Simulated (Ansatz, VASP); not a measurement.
# SnTe2 in two plane-wave programs

Aim: how closely do two programs agree when they are given the same cell, functional and k mesh? The cell is generated by rule, not measured, and may not be a known phase. The cell is taken from a series of runs on this material, whose earlier steps may have relaxed, scaled, displaced or heated it; both programs get it as it stands.

Main program and level: Ansatz 0.2.0; plane waves, with VASP 6.6.1 beside it; single point at PBE.

The structure was built from a prototype and need not be the compound's stable phase.

**1. The structure**

It takes space group Cmcm (No. 63, orthorhombic). Conventional cell: a = 9.981 Å, b = 9.981 Å, c = 8.848 Å, α = 90.00°, β = 90.00°, γ = 90.00°. Nearest to Sn lie 6 Te at 2.96 to 3.02 Å. Nearest to Sn lie 6 Te at 2.97 to 3.02 Å. Te has 3 Sn at 2.97 to 3.02 Å nearest. Te has 3 Sn at 2.96 to 3.02 Å nearest. Farther neighbours and most contacts between anions are not listed.

**2. Ansatz: single point, PBE, pair 1**

Ansatz runs on its default PAW (the set named soft_2) files.

With cell and atoms fixed, the geometry can't cause a difference; cores, projectors, grids and the points listed under the comparison can.

input.yaml

```yaml
crystal:
  lattice:
    - [7.0577214653, 0.0, 0.0]
    - [0.0, 7.0577214653, 0.0]
    - [0.0, 0.0, 8.8481204969]
  atoms:
    - { symbol: Sn, position: [0.0035778745, -0.0035778745, 0.0] }
    - { symbol: Sn, position: [-0.0035778745, 0.0035778745, 0.5] }
    - { symbol: Sn, position: [0.5, 0.5, 0.25] }
    - { symbol: Sn, position: [0.5, 0.5, 0.75] }
    - { symbol: Te, position: [0.2940541813, 0.3100844378, 0.0] }
    - { symbol: Te, position: [0.3100844378, 0.2940541813, 0.5] }
    - { symbol: Te, position: [0.6899155622, 0.7059458187, 0.0] }
    - { symbol: Te, position: [0.7059458187, 0.6899155622, 0.5] }
    - { symbol: Te, position: [0.8020693096, 0.1979306904, 0.2477866605] }
    - { symbol: Te, position: [0.8020693096, 0.1979306904, 0.7522133395] }
    - { symbol: Te, position: [0.1979306904, 0.8020693096, 0.2522133395] }
    - { symbol: Te, position: [0.1979306904, 0.8020693096, 0.7477866605] }
kpoints:
  mp_grid: { grid: [6, 6, 4] }
hamiltonian:
  xc: pbe
scf:
  occupations: { method: methfessel_paxton, width: 0.2 }
output:
  forces: true
  stress: true
  eigenvalues: true
```

Launch:

```bash
ansatz run input.yaml --threads 4 --pin off --max-ram 14336MiB --backend cpu --events-out ev --progress --plain --runs-dir out
```

Numbers of over 12 decimals in the logs are rounded to 6 here.

Log:

```text
Engine: ansatz 0.2.0, aarch64-unknown-linux-gnu
Pseudopotentials: kind: paw
Pseudopotential: Sn, paw, valence charge 14, recommended cutoff 420 eV (normal), Sn.paw.azcp
Pseudopotential: Te, paw, valence charge 16, recommended cutoff 420 eV (normal), Te.paw.azcp
Functional definition: PBE
  parameter kappa = 0.804
  parameter beta = 0.066725
  exchange = pbe_x(kappa = kappa, mu = beta*pi^2/3)
  correlation = pbe_c(beta = beta)
Crystal: 12 atoms, lattice volume = 440.738 Å³
Basis set: ecut = 420 eV, 8609 PW (Γ), exchange–correlation on 96×96×120 points (8 copies of the dense FFT grid, shifted against one another)
Bands: 111, of which v1, the nominal top of the filled ones, is band 92 counted from 1 (91 counted from 0)
Symmetry: 8 space group operations
Space group: Cmcm (ITA 63), of the structure as read, at distance tolerance 7.6e-5 Å
k-points: 39 of 144
Non-local potential: Sn, projectors of the file, l = 0: 2, l = 1: 2, l = 2: 2, l = 3: 2
Non-local potential: Te, projectors of the file, l = 0: 2, l = 1: 2, l = 2: 2, l = 3: 2
PAW form: soft (Blöchl's): semilocal exchange-correlation on the pseudo side does not see the compensation charge
PAW one-centre angular grid: Sn, 590 points (default); XC on 64 Gauss nodes
PAW one-centre angular grid: Te, 590 points (default); XC on 64 Gauss nodes
Initial density: superposition of atomic densities (neutral atoms: chi_scale 0, normalization atom), corrected by the library's trained network
Initial wavefunctions: pseudopotential atomic-orbital guess
Functional: x = pbe(κ = 0.804, μ = 0.219515), c = pbe(β = 0.066725)
SCF iter   1: F=—  HF=-79935.486239 eV  |F-HF|=—  |Δ(HF+E_count)|=         —  Δρ=1.82e-3  dr2=1.44e-2  ethr=1.77e-3  ⟨swp⟩=7.2  Hψ=17101  notcnv=0
preconditioner: auto → LDOS  [metal: Δε(μ)=0.028 eV  Ē_g=8.119 eV  σ=0.200 eV  W_gap=0.12  n_scr=98 (ndim 8)  ℏωp=14.2 eV  f_vac=0.080  D(μ)=9.51/eV (n_scr^D=56)  β→1.0]
SCF iter   2: F=—  HF=-79935.482944 eV  |F-HF|=—  |Δ(HF+E_count)|=   3.29e-3  S|Δr|=    0.00e0  Δρ=7.24e-4  dr2=1.87e-3  ethr=7.85e-6  ⟨swp⟩=2.2  Hψ=8608  notcnv=0
SCF iter   3: F=—  HF=-79935.482194 eV  |F-HF|=—  |Δ(HF+E_count)|=   7.50e-4  S|Δr|=    0.00e0  Δρ=3.06e-4  dr2=3.35e-4  ethr=1.02e-6  ⟨swp⟩=2.0  Hψ=7551  notcnv=0
SCF iter   4: F=—  HF=-79935.482056 eV  |F-HF|=—  |Δ(HF+E_count)|=   1.38e-4  S|Δr|=    0.00e0  Δρ=6.66e-5  dr2=1.47e-5  ethr=1.82e-7  ⟨swp⟩=2.0  Hψ=7540  notcnv=0
SCF iter   5: F=—  HF=-79935.482048 eV  |F-HF|=—  |Δ(HF+E_count)|=   8.02e-6  S|Δr|=    0.00e0  Δρ=2.20e-5  dr2=2.29e-6  ethr=8.01e-9  ⟨swp⟩=2.0  Hψ=7578  notcnv=0
SCF iter   6: F=—  HF=-79935.482048 eV  |F-HF|=—  |Δ(HF+E_count)|=   1.25e-8  S|Δr|=    0.00e0  Δρ=5.39e-6  dr2=1.38e-7  ethr=1.25e-9  ⟨swp⟩=2.0  Hψ=7590  notcnv=0
SCF iter   7: F=-79935.482048 eV  HF=-79935.482048 eV  |F-HF|=1.00e-8  |Δ(HF+E_count)|=   4.16e-8  S|Δr|=    0.00e0  Δρ=1.66e-6  dr2=1.45e-8  ethr=5.43e-11  ⟨swp⟩=11.6  Hψ=21010  notcnv=0
SCF 1 converged in 7 iterations: F = -79935.482048 eV  dr2 = 1.45e-8
  greatest PAW one-centre occupation: 0.998 electrons in one spin orbital (limit 2), on the Te atom at site 7 (counted from 0), in its partial waves of l = 2
SCF converged after 7 iterations
Stability not checked: this state was not tested for a lower state beside it, because cold or Methfessel-Paxton smearing, or corrected tetrahedra, fill the levels in a way that the test cannot read (fill_not_monotonic; see scf.lower_state_search)
Free energy (F): -79935.482048 eV
Harris-Foulkes:  -79935.482048 eV  (|F-HF|=1.00e-8)
Internal energy: -79935.480639 eV  (E = F + TS)
E sigma→0 (E₀):  -79935.481696 eV
Entropy (-TS):   -0.001409 eV (-0.117 meV/atom)
Fermi energy:    6.801449 eV
Step filling:    the computed levels leave a gap of 0.0240 eV = 0.1 smearing widths at the electron count; against every level under it full and every level over it empty, smearing changes F+E_penalty+E_count by +2.135 meV and its σ→0 estimate by +2.488 meV
--- Per-component energies (eV) ---
  E_band       = -2817.963333
  E_kinetic    = 2182.782346
  E_local      = -16239.208443  (includes V_loc(G=0)·N_el)
  E_nonlocal   = -2608.949568
  E_hartree    = 9762.882109
  E_xc         = -2516.011577
  E_vxc        = -1206.167699  (∫ρ·V_xc dr)
  E_paw        = -53851.183137  (= ΣΔE_a)
  E_vpaw       = -4472.189573  (= ΣTr[D̂ρ^β])
  E_aug_tail   = -0.001567  (compensation charges beyond the density's cutoff)
  E_ewald      = -16665.790802
  E_smearing   = -0.001409  (= −TS)
  E_closure    = 0.000000  (closes the sum)
  Σ components = -79935.482048   (vs F -79935.482048, Δ=0.00e0)
--- Forces (eV/Å), atoms counted from 1 ---
  atom   1  Sn     0.03551397    -0.03551397     0.00000000
  atom   2  Sn    -0.03551397     0.03551397     0.00000000
  atom   3  Sn     0.00000000     0.00000000     0.00000000
  atom   4  Sn     0.00000000     0.00000000     0.00000000
  atom   5  Te    -0.08708073     0.08213803     0.00000000
  atom   6  Te     0.08213803    -0.08708073     0.00000000
  atom   7  Te    -0.08213803     0.08708073     0.00000000
  atom   8  Te     0.08708073    -0.08213803     0.00000000
  atom   9  Te    -0.00106979     0.00106979    -0.03027391
  atom  10  Te    -0.00106979     0.00106979     0.03027391
  atom  11  Te     0.00106979    -0.00106979     0.03027391
  atom  12  Te     0.00106979    -0.00106979    -0.03027391
  max |Σ_I F_I| component: 1.56e-17 eV/Å
--- Stress (GPa, compression-positive) ---
       -0.016829      -0.046395       0.000000
       -0.046395      -0.016829       0.000000
        0.000000       0.000000      -0.039992
  P = ⅓ Tr σ = -0.0245 GPa (-0.245 kbar)
--- Band table (eV; the first three rows and the last of 39) ---
  k-point 0: bands = [... 88 lower, 6.1182, 6.1422, 6.7136, 6.7744, 7.0852, 7.1386, 7.3920, 7.4573, ... 15 higher]
  k-point 1: bands = [... 88 lower, 6.2645, 6.5618, 6.6671, 6.7892, 6.8922, 7.2507, 7.7442, 7.9486, ... 15 higher]
  k-point 2: bands = [... 88 lower, 6.5102, 6.5102, 6.8466, 6.8466, 6.8637, 6.8637, 8.3358, 8.3358, ... 15 higher]
  k-point 38: bands = [... 88 lower, 6.4651, 6.4651, 6.4916, 6.4916, 7.4160, 7.4160, 7.4271, 7.4271, ... 15 higher]
```

In the SCF lines HF is the Harris–Foulkes energy and dr2 the Hartree energy of the density residual, in eV; the loop may stop once dr2 is under the threshold and the program's other checks hold. Hψ counts applications of the Hamiltonian.

The run ends at a pressure of -0.02 GPa, with forces up to 0.12 eV/Å.

**3. VASP: single point, PBE, pair 1**

The same cell, functional, mesh and smearing now go to VASP, with its own data sets.

Lines of VASP's logs that name or quote its potential files are left out, and so is its time.

INCAR

```
SYSTEM = SnTe2
PREC = Accurate
ENCUT = 500
EDIFF = 1E-06
NELM = 120
ISMEAR = 1
SIGMA = 0.2
LREAL = .FALSE.
ALGO = Normal
GGA = PE
NBANDS = 64
LORBIT = 11
LWAVE = .FALSE.
LCHARG = .FALSE.
ISIF = 2
LASPH = .TRUE.
GGA_COMPAT = .FALSE.
KPAR = 2
```

POSCAR

```
SnTe2
1.0
    7.0577214653      0.0000000000      0.0000000000
    0.0000000000      7.0577214653      0.0000000000
    0.0000000000      0.0000000000      8.8481204969
Sn Te
4 8
Direct
    0.0035778745      0.9964221255      0.0000000000
    0.9964221255      0.0035778745      0.5000000000
    0.5000000000      0.5000000000      0.2500000000
    0.5000000000      0.5000000000      0.7500000000
    0.2940541813      0.3100844378      0.0000000000
    0.3100844378      0.2940541813      0.5000000000
    0.6899155622      0.7059458187      0.0000000000
    0.7059458187      0.6899155622      0.5000000000
    0.8020693096      0.1979306904      0.2477866605
    0.8020693096      0.1979306904      0.7522133395
    0.1979306904      0.8020693096      0.2522133395
    0.1979306904      0.8020693096      0.7477866605
```

KPOINTS

```
Automatic mesh
0
Gamma
6 6 4
0 0 0
```

PAW data sets: Sn_d and Te (PBE family, release 64).

Launch:

```bash
mpirun -np 2 vasp_std
```

Log:

```text
[banner, memory and clock lines left out]
running    2 mpi-ranks, on    1 nodes
 distrk:  each k-point on    1 cores,    2 groups
 distr:  one band on    1 cores,    1 groups

 POSCAR found type information on POSCAR SnTe
 POSCAR found :  2 types and      12 ions
 LDA part: xc-table for (Slater+PW92), standard interpolation
 POSCAR, INCAR and KPOINTS ok, starting setup
 FFT: planning ... GRIDC
 FFT: planning ... GRID_SOFT
 FFT: planning ... GRID
 WAVECAR not read
 entering main loop
       N       E                     dE             d eps       ncg     rms          rms(c)
DAV:   1     0.948107279380E+03    0.94811E+03   -0.42273E+04  4992   0.161E+03
DAV:   2     0.113388798688E+03   -0.83472E+03   -0.81090E+03  5248   0.402E+02
DAV:   3    -0.296685214005E+02   -0.14306E+03   -0.13873E+03  5776   0.171E+02
DAV:   4    -0.395818821929E+02   -0.99134E+01   -0.97220E+01  5832   0.450E+01
DAV:   5    -0.399843533329E+02   -0.40247E+00   -0.40108E+00  6976   0.934E+00    0.108E+01
DAV:   6    -0.395147844825E+02    0.46957E+00   -0.10860E+00  6280   0.576E+00    0.769E+00
DAV:   7    -0.395130280713E+02    0.17564E-02   -0.42418E-01  6216   0.225E+00    0.114E+00
DAV:   8    -0.395019586909E+02    0.11069E-01   -0.67745E-02  6208   0.138E+00    0.588E-01
DAV:   9    -0.395033126095E+02   -0.13539E-02   -0.58012E-03  6344   0.312E-01    0.932E-02
DAV:  10    -0.395033624270E+02   -0.49817E-04   -0.52094E-04  6600   0.111E-01    0.468E-02
DAV:  11    -0.395034327391E+02   -0.70312E-04   -0.10384E-04  5712   0.347E-02    0.122E-02
DAV:  12    -0.395034396383E+02   -0.68992E-05   -0.16448E-05  5544   0.197E-02    0.518E-03
DAV:  13    -0.395034389515E+02    0.68684E-06   -0.15591E-06  3568   0.650E-03
   1 F= -.39503439E+02 E0= -.39502946E+02  d E =-.148008E-02
```

Parts of OUTCAR (step 3):

```text
ion  position               nearest neighbor table
   1  0.004  0.996  0.000-  11 2.96  12 2.96   9 2.98  10 2.98   5 3.02   7 3.02
   2  0.996  0.004  0.500-   9 2.96  10 2.96  11 2.98  12 2.98   6 3.02   8 3.02
   3  0.500  0.500  0.250-   5 2.97   6 2.97   7 2.97   8 2.97   9 3.02  11 3.02
   4  0.500  0.500  0.750-   5 2.97   6 2.97   7 2.97   8 2.97  10 3.02  12 3.02
   5  0.294  0.310  0.000-   3 2.97   4 2.97   1 3.02
   6  0.310  0.294  0.500-   3 2.97   4 2.97   2 3.02
   7  0.690  0.706  0.000-   3 2.97   4 2.97   1 3.02
   8  0.706  0.690  0.500-   3 2.97   4 2.97   2 3.02
   9  0.802  0.198  0.248-   2 2.96   1 2.98   3 3.02
  10  0.802  0.198  0.752-   2 2.96   1 2.98   4 3.02
  11  0.198  0.802  0.252-   1 2.96   2 2.98   3 3.02
  12  0.198  0.802  0.748-   1 2.96   2 2.98   4 3.02

  LATTYP: Found a simple tetragonal cell.
 ALAT       =     7.0577214653
 C/A-ratio  =     1.2536794687

 Subroutine GETGRP returns: Found  8 space group operations
 (whereof  4 operations were pure point group operations)

The static configuration has the point symmetry C_2v.
 The point group associated with its full space group is D_2h.

 Found     39 irreducible k-points:

   k-points           NKPTS =     39   k-points in BZ     NKDIM =     39   number of bands    NBANDS=     64

   dimension x,y,z NGX =    54 NGY =   54 NGZ =   70
   dimension x,y,z NGXF=   108 NGYF=  108 NGZF=  140

   ENCUT  =  500.0 eV  36.75 Ry    6.06 a.u.  12.87 12.87 16.13*2*pi/ulx,y,z

   NELECT =     104.0000    total number of electrons

 k-points in reciprocal lattice and weights: Automatic mesh
   0.00000000  0.00000000  0.00000000       0.007
   0.16666667  0.00000000  0.00000000       0.028
   0.33333333  0.00000000  0.00000000       0.028
   0.50000000  0.00000000  0.00000000       0.014
   0.16666667  0.16666667  0.00000000       0.014
  -0.16666667  0.16666667  0.00000000       0.014
   0.33333333  0.16666667  0.00000000       0.028
  -0.16666667  0.33333333  0.00000000       0.028
   0.50000000  0.16666667  0.00000000       0.028
[...]
0.50000000  0.33333333  0.50000000       0.028
   0.50000000  0.50000000  0.50000000       0.007

 average (electrostatic) potential at core
       1-102.8778       2-102.8778       3-102.8825       4-102.8825       5 -89.6389
       6 -89.6389       7 -89.6389       8 -89.6389       9 -89.6345      10 -89.6345
      11 -89.6345      12 -89.6345

 E-fermi :   4.3870

 k-point     1 :       0.0000    0.0000    0.0000
  band No.  band energies     occupation
    ...
     48       3.3727      2.00000
     49       3.7059      2.00002
     50       3.7296      2.00003
     51       4.2996      1.66698
     52       4.3601      1.22524
     53       4.6710     -0.06203
     54       4.7241     -0.03837
     55       4.9765     -0.00025
     56       5.0421     -0.00004
     57       6.2654     -0.00000
    ...

 k-point     2 :       0.1667    0.0000    0.0000
  band No.  band energies     occupation
    ...
     48       3.4093      2.00000
     49       3.7430      2.00005
     50       3.8032      2.00029
     51       4.2280      1.97759
     52       4.3492      1.31380
     53       4.7919     -0.01476
     54       4.8686     -0.00346
     55       4.8965     -0.00187
     56       4.9877     -0.00018
     57       6.3264     -0.00000
    ...

 k-point     3 :       0.3333    0.0000    0.0000
  band No.  band energies     occupation
    ...
     48       3.6785      2.00001
     49       3.8121      2.00037
     50       3.8845      2.00219
     51       3.9284      2.00555
     52       4.3221      1.51858
     53       4.6249     -0.07051
     54       4.7747     -0.01942
     55       5.1773     -0.00000
     56       5.1845     -0.00000
     57       6.5547     -0.00000
    ...

  Total       -0.1075757     -0.1075757     -0.1309517     -0.1260968      0.0000000      0.0000000
  in kB       -0.3910611     -0.3910611     -0.4760381     -0.4583894      0.0000000      0.0000000
  external PRESSURE =      -0.4193868 kB  Pullay stress =       0.0000000 kB

  energy-cutoff  :      500.00
  volume of cell :      440.74
      direct lattice vectors                 reciprocal lattice vectors
     7.057721465  0.000000000  0.000000000     0.141688788  0.000000000  0.000000000
     0.000000000  7.057721465  0.000000000     0.000000000  0.141688788  0.000000000
     0.000000000  0.000000000  8.848120497     0.000000000  0.000000000  0.113018352

 POSITION                                       TOTAL-FORCE (eV/Angst)
 -----------------------------------------------------------------------------------
      0.02525      7.03247      0.00000         0.034713     -0.034713      0.000000
      7.03247      0.02525      4.42406        -0.034713      0.034713      0.000000
      3.52886      3.52886      2.21203         0.000000      0.000000      0.000000
      3.52886      3.52886      6.63609         0.000000      0.000000      0.000000
      2.07535      2.18849      0.00000        -0.088062      0.079278      0.000000
      2.18849      2.07535      4.42406         0.079278     -0.088062      0.000000
      4.86923      4.98237      0.00000        -0.079278      0.088062      0.000000
      4.98237      4.86923      4.42406         0.088062     -0.079278      0.000000
      5.66078      1.39694      2.19245        -0.003004      0.003004     -0.030480
      5.66078      1.39694      6.65567        -0.003004      0.003004      0.030480
      1.39694      5.66078      2.23161         0.003004     -0.003004      0.030480
      1.39694      5.66078      6.61651         0.003004     -0.003004     -0.030480
 -----------------------------------------------------------------------------------
    total drift:                                0.000000     -0.000000     -0.000000

  FREE ENERGIE OF THE ION-ELECTRON SYSTEM (eV)
  ---------------------------------------------------
  free  energy   TOTEN  =       -39.5034389515 eV

  energy  without entropy=      -39.5019588744  energy(sigma->0) =      -39.50294559

 total charge
# of ion       s       p       d       tot
------------------------------------------
    1        1.178   0.911  10.026  12.116
    2        1.178   0.911  10.026  12.116
    3        1.177   0.913  10.026  12.116
    4        1.177   0.913  10.026  12.116
    5        1.395   1.925   0.021   3.341
    6        1.395   1.925   0.021   3.341
    7        1.395   1.925   0.021   3.341
    8        1.395   1.925   0.021   3.341
    9        1.395   1.927   0.021   3.342
   10        1.395   1.927   0.021   3.342
   11        1.395   1.927   0.021   3.342
   12        1.395   1.927   0.021   3.342
--------------------------------------------------
tot         15.868  19.055  40.270  75.193

[... 3 further parts left out ...]
```

The run ends at a pressure of -0.04 GPa, with forces up to 0.12 eV/Å.

**4. Comparison**

Known differences besides the potentials themselves: the data sets hold 184 valence electrons in Ansatz (on its default PAW (the set named soft_2) files) and 104 in VASP; the cutoff is 420 eV in Ansatz and 500 eV in VASP. Total energies have different zeros and are not compared.

The two programs side by side:

| quantity | Ansatz | VASP | difference |
| --- | --- | --- | --- |
| pressure (GPa) | -0.02 | -0.04 | +0.02 |

Forces on 7 of the 12 atoms, those with the largest forces and the largest differences (eV/Å; atoms numbered as in POSCAR):

| atom | Ansatz x, y, z | VASP x, y, z |
| --- | --- | --- |
| Sn1 | 0.036, -0.036, 0.000 | 0.035, -0.035, 0.000 |
| Sn2 | -0.036, 0.036, 0.000 | -0.035, 0.035, 0.000 |
| Te5 | -0.087, 0.082, 0.000 | -0.088, 0.079, 0.000 |
| Te6 | 0.082, -0.087, 0.000 | 0.079, -0.088, 0.000 |
| Te7 | -0.082, 0.087, 0.000 | -0.079, 0.088, 0.000 |
| Te8 | 0.087, -0.082, 0.000 | 0.088, -0.079, 0.000 |
| Te10 | -0.001, 0.001, 0.030 | -0.003, 0.003, 0.030 |

The forces differ by 1.4 meV/Å r.m.s., which is 3.3 % of the r.m.s. force of 0.042 eV/Å (both taken over all components).

(Part 1 of 2 ends here.)

[Lines on the potential files, build, host, timing and source positions are cut from VASP's logs without a mark.]

[Logs are printed without paths, hosts, clocks, repeated set-up lines and the standing remarks that a program may print on its own settings, such as how far it seeks lower states.]

[Hosts, paths, dates, database ids (printed as entryN), source tags and the programs' standing remarks are cut or masked in the printed files.]
